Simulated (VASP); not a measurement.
CdTe:

```
CELL_PARAMETERS angstrom
0.00000 3.20500 3.20500
3.20500 0.00000 3.20500
3.20500 3.20500 0.00000
ATOMIC_POSITIONS crystal
Cd 0.00000 0.00000 0.00000
Te 0.25000 0.25000 0.25000
```

```yaml
Program: VASP 6.6.1
Task: relaxation of cell and atoms
Functional: PBE
Potentials_or_basis: VASP PAW PBE potentials, release 64 (Cd, Te)
Cutoff: 600 eV
k_mesh: 8 × 8 × 8
Occupations: gaussian, width 0.03 eV
Spin: no spin polarisation
```

At the start: pressure 4.4 GPa; volume 32.92 Å³/atom.

Problem. How do energy, volume and symmetry change on relaxing?

Solution. Over 3 steps the energy falls by 42.0 meV/atom and the volume is 36.30 Å³/atom (+10.3 %); space group F-43m (No. 216, to 0.05 Å).

Step by step:
```csv
step,energy change (eV),largest force (eV/Å),pressure (GPa),volume (Å³)
1,0.0000,0.0000,4.35,65.84
2,-0.0777,0.0000,-0.93,74.74
3,-0.0840,0.0000,0.02,72.60
```

Final structure:
```cif
data_structure
_symmetry_space_group_name_H-M 'P 1'
_symmetry_Int_Tables_number 1
_cell_length_a 4.6827
_cell_length_b 4.6827
_cell_length_c 4.6827
_cell_angle_alpha 60.000
_cell_angle_beta 60.000
_cell_angle_gamma 60.000
_cell_volume 72.60
loop_
_atom_site_label
_atom_site_type_symbol
_atom_site_fract_x
_atom_site_fract_y
_atom_site_fract_z
_atom_site_occupancy
Cd1 Cd 0.00000 0.00000 0.00000 1
Te1 Te 0.25000 0.25000 0.25000 1
```

Caveat: the volume moved by +10 % from the deposited cell, more than functionals usually miss.
